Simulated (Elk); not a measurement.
Something may be wrong with this Elk 11.2.3 (patched build) calculation of ZrB2.

File elk.in:

```
tasks
  0

xctype
  20

rgkmax
  8.0

gmaxvr
  14.0

lmaxapw
  9

lmaxo
  8

nrmtscf
  0.4

lorbcnd
  .true.

nempty
  8

epspot
  1e-06

epsengy
  1e-05

maxscl
  75

stype
  3

swidth
  0.007349864

lradstp
  8

tforce
  .true.

sppath
  './'

avec
  5.99043181506 0.00000000000 0.00000000000
  -2.99521590753 5.18786613149 0.00000000000
  0.00000000000 0.00000000000 6.67640239830

atoms
  2
  'Zr.in'
  1
  0.0000000000 0.0000000000 0.0000000000   0.000 0.000 0.000
  'B.in'
  2
  0.6666666667 0.3333333333 0.5000000000   0.000 0.000 0.000
  0.3333333333 0.6666666667 0.5000000000   0.000 0.000 0.000

ngridk
  7 7 5
```

Contents of Zr.in:

```
 'Zr'                                       : spsymb
 'zirconium'                                : spname
  -40.0000                                  : spzn
   166291.1793                              : spmass
  0.316228E-06    2.3700    45.9575    600    : rminsp, rmt, rmaxsp, nrmt
  14                                        : nstsp
   1   0   1   2.00000  T                   : nsp, lsp, ksp, occsp, spcore
   2   0   1   2.00000  T
   2   1   1   2.00000  T
   2   1   2   4.00000  T
   3   0   1   2.00000  T
   3   1   1   2.00000  T
   3   1   2   4.00000  T
   3   2   2   4.00000  T
   3   2   3   6.00000  T
   4   0   1   2.00000  F
   4   1   1   2.00000  F
   4   1   2   4.00000  F
   4   2   2   2.00000  F
   5   0   1   2.00000  F
   1                                        : apword
    0.1500   0  F                           : apwe0, apwdm, apwve
   0                                        : nlx
   5                                        : nlorb
   0   2                                    : lorbl, lorbord
    0.1500   0  F                           : lorbe0, lorbdm, lorbve
    0.1500   1  F
   1   2                                    : lorbl, lorbord
    0.1500   0  F                           : lorbe0, lorbdm, lorbve
    0.1500   1  F
   2   2                                    : lorbl, lorbord
    0.1500   0  F                           : lorbe0, lorbdm, lorbve
    0.1500   1  F
   0   2                                    : lorbl, lorbord
    0.1500   0  F                           : lorbe0, lorbdm, lorbve
   -2.0002   0  T
   1   2                                    : lorbl, lorbord
    0.1500   0  F                           : lorbe0, lorbdm, lorbve
   -1.1708   0  T
```

File B.in:

```
 'B'                                        : spsymb
 'boron'                                    : spname
  -5.00000                                  : spzn
   19707.24742                              : spmass
  0.894427E-06    1.6400    45.4840    300    : rminsp, rmt, rmaxsp, nrmt
   3                                        : nstsp
   1   0   1   2.00000  T                   : nsp, lsp, ksp, occsp, spcore
   2   0   1   2.00000  F
   2   1   1   1.00000  F
   1                                        : apword
    0.1500   0  F                           : apwe0, apwdm, apwve
   0                                        : nlx
   2                                        : nlorb
   0   2                                    : lorbl, lorbord
    0.1500   0  F                           : lorbe0, lorbdm, lorbve
    0.1500   1  F
   1   2                                    : lorbl, lorbord
    0.1500   0  F                           : lorbe0, lorbdm, lorbve
    0.1500   1  F
```

Potentials or basis: APW+lo with conduction local orbitals.

Command:

```sh
$ OMP_NUM_THREADS=4 elk
```

Output:

```text
┌─────────────────────────────────┐
│ Elk code version 11.2.3 started │
└─────────────────────────────────┘

Error(readinput): nrmtscf < 0.5 :   0.4000000000
```

What happened, and what is wrong with the input?

The input was rejected before any iteration. The input holds a flaw that was put in on purpose: radial mesh far too coarse (nrmtscf = 0.4; lradstp = 8).
